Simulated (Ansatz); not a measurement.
Field gradients against strain in AgCl

```xyz
2
Lattice="0.0000 2.7731 2.7731 2.7731 0.0000 2.7731 2.7731 2.7731 0.0000" Properties=species:S:1:pos:R:3 pbc="T T T"
Ag    2.7731    2.7731    2.7731
Cl    0.0000    0.0000    0.0000
```

Atoms are numbered in the order listed.

Conventional cell: a = 5.546 Å, b = 5.546 Å, c = 5.546 Å, α = 90.00°, β = 90.00°, γ = 90.00°. Ag (atom 1) has 6 Cl at 2.77 Å as nearest neighbours. Around Cl (atom 2) lie 6 Ag at 2.77 Å.

The geometry is COD entry 9011666, unchecked; take it as a test cell.

Theory: DFT, LDA, all-electron PAW with datasets made for the crystal, scalar-relativistic (Ansatz 0.2.0).

The runs use a Γ-centred 8×8×8 k mesh, Fermi–Dirac smearing of 0.02 eV, cutoff 260 eV (chosen by the program for this cell), no spin polarisation.

The strain is applied along the Cartesian axes of the cell as listed (the other components stay zero). Fractional coordinates are held (clamped ions).

The columns are Cartesian components of the electric field gradient at the nuclei, in 10²¹ V/m².

Spin–orbit coupling is left out, which moves gradients at and beside heavy atoms by some per cent and at worst by a factor of two.

Only quantities that a quadratic follows smoothly over the whole series are listed; rougher ones are left out.

```tsv
εxx = εyy	Vzz at Ag1	Vzz at Cl2
-0.0300	1.55	-1.53
-0.0100	0.47	-0.52
0.0000	0.00	0.00
0.0100	-0.43	0.53
0.0200	-0.83	1.07
0.0300	-1.19	1.61
```

Question: Fit the series and give the gradient–strain slopes.

Answer: Least-squares fits y = p0 + p1 x + p2 x² to the rows give Vzz at Ag1: p1 = -45.6, p2 = 200; Vzz at Cl2: p1 = 52.4, p2 = 44. The slopes p1 are in 10²¹ V/m² per unit strain, for clamped ions.

Question: One run, at εxx = εyy = -0.0200, is withheld. Predict its row.

Answer: The fits give 0.99, -1.03; the run gave 0.98, -1.03.
